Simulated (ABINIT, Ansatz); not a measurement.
The equilibrium volume of Si2W, sorted by core time

```yaml
crystal:
  lattice:
    - [4.61685, 0.00000, 0.00000]
    - [-2.30843, 3.99831, 0.00000]
    - [0.00000, 0.00000, 6.65322]
  atoms:
    - { symbol: W, position: [0.50000, 0.00000, 0.50000] }
    - { symbol: W, position: [0.50000, 0.50000, 0.83333] }
    - { symbol: W, position: [0.00000, 0.50000, 0.16667] }
    - { symbol: Si, position: [0.32725, 0.16363, 0.16667] }
    - { symbol: Si, position: [0.83637, 0.16363, 0.83333] }
    - { symbol: Si, position: [0.16363, 0.32725, 0.50000] }
    - { symbol: Si, position: [0.67275, 0.83637, 0.16667] }
    - { symbol: Si, position: [0.16363, 0.83637, 0.83333] }
    - { symbol: Si, position: [0.83637, 0.67275, 0.50000] }
```

Measurements of this composition are mostly on another form, of space group No. 139.

```csv
rung,level,program and potentials,cutoff (eV),k mesh,smearing,core time,chip,equilibrium volume (Å³/atom),notes
GGA + dispersion,PBEsol+D3(BJ)+ATM,"Ansatz, Ansatz PAW",420,7 × 7 × 4,fermi-dirac 0.05,77 s,Arm Neoverse V1,13.00,"potentials made for PBE, which Ansatz adapts in part"
GGA,BLYP,"Ansatz, Ansatz PAW",420,7 × 7 × 4,fermi-dirac 0.05,90 s,Arm Neoverse V1,14.23,"potentials made for PBE, which Ansatz adapts in part"
GGA + dispersion,PBEsol+D4,"Ansatz, Ansatz PAW",420,7 × 7 × 4,fermi-dirac 0.05,92 s,Arm Neoverse V1,13.10,"potentials made for PBE, which Ansatz adapts in part"
GGA + dispersion,BLYP+D4,"Ansatz, Ansatz PAW",420,7 × 7 × 4,fermi-dirac 0.05,1.7 min,Arm Neoverse V1,(a),"potentials made for PBE, which Ansatz adapts in part"
LDA,LDA,"Ansatz, Ansatz PAW",420,7 × 7 × 4,fermi-dirac 0.05,1.7 min,Intel Xeon Skylake/Cascade Lake,13.09,"potentials made for PBE, which Ansatz adapts in part"
GGA + dispersion,PBEsol+D3(BJ),"Ansatz, Ansatz PAW",420,7 × 7 × 4,fermi-dirac 0.05,2 min,Arm Neoverse N1,(b),"potentials made for PBE, which Ansatz adapts in part"
meta-GGA,r2SCAN,"Ansatz, Ansatz PAW",500,7 × 7 × 4,fermi-dirac 0.05,3.7 min,Intel Xeon Skylake/Cascade Lake,13.34,"potentials made for PBE, which Ansatz adapts in part"
LDA,LDA,"ABINIT, JTH PAW LDA v2.0",435,6 × 6 × 3,fermi-dirac 0.05,9.5 min,Arm Neoverse V2,13.09,-
```

Times are single runs on shared hosts and different chips, so they are rough; meshes, cutoffs and the tasks' sizes weigh on the time. Task: relaxation of cell and atoms. All rows: no spin polarisation. Smearing widths are in eV. Meshes differ between rows, which moves values too. Meshes are those of the run's cell of 9 atoms unless a note names another. Relaxations start from the cell shown or near it and stop with a little pressure left. Runs on faulty files, with rough fits or with known faults for this quantity aren't shown. PBE isn't shown for this crystal. No row holds spin-orbit coupling.

Question: Estimate the values left out from the other rows.

Answer: (a) 13.39 Å³/atom; (b) 12.93 Å³/atom.
